A 4d electron has an orbital momentum $l=2$ and keeps away from the nucleus, so its magnetic hyperfine constant ought to be a case for a simple recipe: take $\langle r^{-3}\rangle$ from a non-relativistic orbital and multiply by an angular factor. On that view the two levels $4d_{3/2}$ and $4d_{5/2}$ share one radial function, the ratio of their constants is a pure number, the same in every ion, and relativity is a correction of the size of the small component of the orbital, about one part in a thousand. The +4 lanthanide ions, computed by Dirac-Coulomb Hartree-Fock with a non-relativistic Hartree-Fock run beside it, contradict each part of this view.

Spherical lanthanide ions of charge +4 at the radial basis limit, computed with the B-spline radial atomic code version 1 by Dirac-Coulomb Hartree-Fock (nl configuration average, Fermi nucleus). <r⁻³> comes from non-relativistic Hartree-Fock (configuration average, point nucleus). A/g_I is the magnetic hyperfine constant of one electron in the orbital over g_I = μ/(I μ_N).

```csv
species,Z,electrons,configuration,A(4d3/2)/g_I (MHz),A(4d5/2)/g_I (MHz),A(4d3/2)/A(4d5/2),"<r⁻³>(4d), non-rel. (bohr⁻³)",small weight (4d3/2)
La4+,57,53,[Kr] 4d10 5s2 5p5,5364,2178,2.462,33.80,0.000630
Ce4+,58,54,[Kr] 4d10 5s2 5p6,5941,2409,2.466,37.36,0.000680
Pr4+,59,55,[Xe] 4f1,6441,2607,2.471,40.35,0.000719
Nd4+,60,56,[Xe] 4f2,6964,2812,2.476,43.47,0.000760
Pm4+,61,57,[Xe] 4f3,7510,3026,2.482,46.72,0.000800
Sm4+,62,58,[Xe] 4f4,8082,3248,2.488,50.09,0.000842
Eu4+,63,59,[Xe] 4f5,8679,3480,2.494,53.60,0.000884
Gd4+,64,60,[Xe] 4f6,9303,3721,2.500,57.25,0.000927
Tb4+,65,61,[Xe] 4f7,9956,3972,2.506,61.04,0.000971
Dy4+,66,62,[Xe] 4f8,10640,4233,2.513,64.98,0.00102
Ho4+,67,63,[Xe] 4f9,11350,4504,2.519,69.06,0.00106
Er4+,68,64,[Xe] 4f10,12090,4785,2.526,73.30,0.00111
Tm4+,69,65,[Xe] 4f11,12860,5078,2.533,77.69,0.00116
Yb4+,70,66,[Xe] 4f12,13670,5381,2.540,82.25,0.00120
Lu4+,71,67,[Xe] 4f13,14510,5695,2.547,86.96,0.00125
```

Here $A/g_I$ is the hyperfine constant of one electron in the orbital divided by the nuclear $g$ factor, $\langle r^{-3}\rangle$ belongs to the non-relativistic 4d orbital, and the small weight is the share of the $4d_{3/2}$ norm held by the small component. The 4d shell is full in every row and gives no net field at the nucleus, so these constants describe orbitals and are not splittings of the ions.

The recipe follows from the field that the orbital current and the spin moment of the electron make at the nuclear moment $g_I\mu_N$. For $l>0$,

$$\frac{A_j}{g_I}=K\,\frac{l(l+1)}{j(j+1)}\,\langle r^{-3}\rangle ,\qquad K=\frac{\mu_0}{4\pi}\,\frac{2\mu_B\mu_N}{h\,a_0^{3}}=95.41\ \text{MHz per bohr}^{-3}.$$

With $l(l+1)=6$ and $j(j+1)=15/4$ or $35/4$ the prefactors are 152.66 and 65.42 MHz bohr³, and the ratio is $35/15=7/3=2.333$. The recipe gets the bulk of the trend. From La to Lu $\langle r^{-3}\rangle$ grows 2.57-fold, $A(4d_{5/2})$ 2.61-fold and $A(4d_{3/2})$ 2.71-fold, so most of the rise is ordinary contraction of the shell under a growing nuclear charge; the non-relativistic mean radius falls from 0.633 bohr in Gd to 0.582 bohr in Er.

The failure shows first in the ratio column, and seeing it needs no radial integral. The ratio lies above 7/3 in every row and rises in every step, from 2.462 to 2.547, an excess over 7/3 of 5.5 % in La and 9.2 % in Lu. No choice of a single $\langle r^{-3}\rangle$ can mend this, because a shared factor cancels from the ratio.

The second sign is uneven between the two levels. For La the recipe gives $152.66\times33.80=5160$ MHz for $4d_{3/2}$, and the Dirac value of 5364 MHz is 4.0 % above it. For $4d_{5/2}$ it gives $65.42\times33.80=2211$ MHz, and the Dirac value of 2178 MHz is 1.5 % below it. Along the series both quotients $f_j=A_j/A_j^{\text{non-rel}}$ rise in every step. In Lu, $4d_{3/2}$ stands 9.3 % above the recipe, a gap of about 1200 MHz, while $4d_{5/2}$ has passed through agreement at Yb and stands 0.1 % above, not far from the 0.04 % that the rounding of the table allows. A check made on $4d_{5/2}$ at the heavy end alone would pass the recipe. The growth of the ratio comes from $4d_{3/2}$ alone, since the slower rise of $f_{5/2}$ works against it.

The reason lies in the form of the operator. In Dirac theory the nuclear moment enters through its vector potential, which falls as $1/r^2$ and couples the large radial component $P$ to the small one $Q$:

$$A_j\propto\frac{\kappa}{j(j+1)}\int\frac{PQ}{r^{2}}\,dr ,$$

with $\kappa=+2$ for $d_{3/2}$ and $\kappa=-3$ for $d_{5/2}$. For an electron of energy $\varepsilon$ in a local potential $V$, the radial equation gives, in atomic units and with $\alpha$ the fine-structure constant,

$$Q=\frac{\alpha}{2}\,\frac{P'+\kappa P/r}{1+\alpha^{2}(\varepsilon-V)/2}.$$

If the denominator is set to one, integration by parts turns $\int PP'/r^{2}\,dr$ into $\langle r^{-3}\rangle$, the whole integral becomes $(\alpha/2)(\kappa+1)\langle r^{-3}\rangle$, and $\kappa(\kappa+1)=l(l+1)=6$ for both levels. The recipe thus rests on two assumptions, that $\alpha^2(\varepsilon-V)$ is negligible and that $P$ is the same for both $\kappa$. Both fail where $V$ is deepest, close to the nucleus, and the operator weights that region heavily. For a point nucleus both components start there as $r^{\gamma}$ with $\gamma=\sqrt{\kappa^{2}-(Z\alpha)^{2}}\approx|\kappa|-(Z\alpha)^2/2|\kappa|$. The power is lowered more for $|\kappa|=2$ than for $|\kappa|=3$, and for $d_{3/2}$ it lies near 2, where a non-relativistic d function would start as $r^3$. The $j=3/2$ orbital therefore gains more amplitude at small $r$, by an amount of order $(Z\alpha)^2$, which is 0.173 in La and 0.268 in Lu.

This also explains why the small weight misleads. It is $\int Q^2dr$, to leading order $\alpha^2\langle p^2\rangle/4$, an average of the squared momentum over the whole orbital. It favours the region near the nucleus less than $PQ/r^2$ does, and most of the electron's density lies in the outer lobe, where the electron is slow. The excess of the ratio is 88 times the small weight in La and 73 times in Lu, and straight lines through logarithm against $\log Z$ over all fifteen rows have slopes of 3.07 for the weight and 2.35 for the excess. The orbitals of the Nd calculation make the point more sharply. There $3d_{3/2}$ has a small weight of 0.0030, about four times that of $4d_{3/2}$, yet the 3d ratio exceeds 7/3 by 5.7 % and the 4d ratio by 6.1 %.

A hydrogen-like ion, one electron in the field of a bare point nucleus, is the simpler system in which the mechanism can be followed to a number. The analogy rests on the inner lobe of 4d, which lies in the region of the 3d shell (whose maximum in Nd is at 0.19 bohr, against 0.61 bohr for the outer maximum of $4d_{3/2}$) and feels much more of the nucleus than the outer lobe does. The Dirac solution gives

$$A_j\,j(j+1)\propto Z^3\,\frac{\kappa\,[2\kappa(\gamma+n_r)-N]}{N^{4}\,\gamma\,(4\gamma^{2}-1)},\qquad N^2=n_r^2+2n_r\gamma+\kappa^2,\quad n_r=n-|\kappa| ,$$

and the fraction tends to $1/320$ for both 4d levels as $Z\alpha\to0$. For La and $\kappa=2$, $n_r=2$, one has $\gamma=\sqrt{4-0.1730}=1.9563$, $N^2=4+7.825+4=15.825$ and $N=3.978$. The numerator is $2\,[4\times3.9563-3.978]=23.694$, the denominator is $250.43\times1.9563\times14.308=7010$, and the enhancement is $320\times23.694/7010=1.082$. The same steps for $\kappa=-3$, $n_r=1$ give 1.031. The ratio is then $2.333\times1.082/1.031=2.45$, against 2.462 in the table. Nothing is fitted here, to La or to any other row, and the bare-charge ion accounts for 89 % of the excess in La and 86 % in Lu.

The factor $1/[\gamma(4\gamma^2-1)]$ carries most of the dependence on $\kappa$. Expanded to first order it rises by $(12\kappa^2-1)/[2\kappa^2(4\kappa^2-1)]$ times $(Z\alpha)^2$, which is $11/6$, $47/120$, $107/630$ and $191/2016$ for $|\kappa|=1$ to 4, or about 1.8, 0.39, 0.17 and 0.09. The excess of a ratio follows the difference between neighbours in this list, so it should be large for a p shell, moderate for d and small for f. The Nd orbitals bear this out: the excess over the angular value is 44 % for 4p, 6.1 % for 4d and 2.0 % for 4f, where the full hydrogen-like formula gives 43 %, 5.5 % and 1.9 %. That comparison is for one ion only. Together with the near equality of 3d and 4d it suggests the rule for a neighbouring case: the excess is set chiefly by $l$ and by the nuclear charge, and only weakly by $n$.

As a compact description, an excess of $c\,(Z\alpha)^2$ fitted by least squares to all fifteen rows gives $c=0.33$ and misses the ratio by 0.004 rms, eight times its rounding of 0.0005, too high in La and too low in Lu. The excess grows faster than $Z^2$, and faster than the hydrogen-like excess, whose slope is 2.14.

Two natural repairs of the recipe fail in opposite directions. The first puts into the hydrogen-like factors the screened charge that reproduces $\langle r^{-3}\rangle$ through the 4d formula $\langle r^{-3}\rangle=Z_s^3/960$. This gives $Z_s=31.9$ for La and 43.7 for Lu, and recovers only 27 % and 31 % of the excess. The argument is that $Z_s$ mixes the strong field that shapes the inner lobe with the screened field that fixes how much of the orbital lies there, whereas the relativistic factor responds mostly to the former. The second repair keeps the formula and inserts the $\langle r^{-3}\rangle$ of each Dirac orbital. In Nd these are 48.67 and 43.56 bohr⁻³, which would make the ratio 2.61 against the computed 2.476 and would put $A$ too high by 6.7 % and 1.3 % of its computed value. The expression for $Q$ gives the sign, since the denominator exceeds one near the nucleus and cuts $PQ$ below what $P$ alone implies. An average over the full density also counts $Q^2/r^3$, which matters most for $d_{3/2}$, whose small component has p character and reaches further in. The overshoot is positive for both $j$ in 3d, 4d and 4f of Nd and shrinks to 0.2 % for $4f_{7/2}$, which also confirms that $K$ and the angular factor match the definition used in the table.

The analogy has its bounds, and the table shows them. The hydrogen-like ion predicts an enhancement of both levels, 8.2 % and 3.1 % in La, while the computed $f_j$ fall below these factors in every row, by 3.4 to 4.0 % for $j=3/2$ and 4.4 to 4.5 % for $j=5/2$. A probable cause is the indirect relativistic effect: s and $p_{1/2}$ shells contract, screen the nucleus better, and let d and f orbitals expand, something a one-electron ion cannot do. The Nd orbital fits this picture, since the Dirac $\langle r^{-3}\rangle$ of $4d_{5/2}$ is only 0.2 % above the non-relativistic one. The shortfall also contains the error of using the bare charge, and the numbers cannot divide it between the two causes. What they support is that the agreement of $4d_{5/2}$ near Yb and Lu comes from a direct enhancement and a loss of similar size, so it marks a crossing.

The ratio itself stays above the bare-charge value in every row, by 0.014 in La and 0.030 in Lu. To match it the one-electron ion would need a charge of 60.1 for $Z=57$ and 76.0 for $Z=71$, more than the nucleus has, so no screened charge can rescue the model. A possible cause, offered only as a guess, is normalisation: in a screened potential a small shift of energy between the two $j$ levels moves more amplitude between the outer and inner lobes than it does in a pure Coulomb field. Nd leans that way, with the computed 4d ratio (2.476) above the 3d ratio (2.466) where the hydrogen-like order is the reverse. The difference is small, and since 3d and 4d are both closed they can be mixed without change of energy, so their separate values rest on the convention for the orbitals. That convention causes no jump along this series, because neither shell opens or closes.

The first rows differ in filling from the rest. La has $5p^5$, Ce $5p^6$, and 4f starts at Pr. The step in $\langle r^{-3}\rangle$ drops from 3.56 bohr⁻³ for La to Ce to 2.99 for Ce to Pr because an added 4f electron (mean radius 0.88 bohr in Nd) screens 4d (about 0.70 bohr) better than a 5p electron (above 1.5 bohr). It then grows steadily to 4.71, as expected if $\langle r^{-3}\rangle$ goes roughly as the cube of an effective charge that rises almost evenly. The ratio shows no kink beyond its rounding, in keeping with an effect governed by $Z$. The quotient $f_{3/2}$ does show a slight one, with excesses of 3.96, 4.17, 4.57 and 4.94 % from La to Nd. One may guess that relativity draws the added 5p electron in and pushes the added 4f electron out, which would change the screening with these signs. The ionisation energies of the same runs agree in direction, 65.7 eV (Dirac) against 65.1 eV for 5p in Ce and 56.2 against 60.8 eV for 4f in Pr, but they do not prove the link. The smooth passage through $4f^7$ at Tb says nothing about half-filled shells, since configuration averages carry no term structure. The different nuclear models of the two runs should hardly matter for a d electron, which has almost no density at the nucleus, and the irregular nuclear radii (5.157, 5.060 and 5.222 fm for Gd, Tb and Dy) leave no trace in $A$.

The errors of the recipe quoted here are measured between two mean-field levels, so they isolate relativity and say nothing of accuracy against nature. Correlation and core polarisation are absent from both. In a real ion with an open 4f shell the unpaired spin polarises the closed s shells and can add a contact field at the nucleus, a contribution that neither $\langle r^{-3}\rangle$ nor $\int PQ/r^2\,dr$ of a single orbital contains.
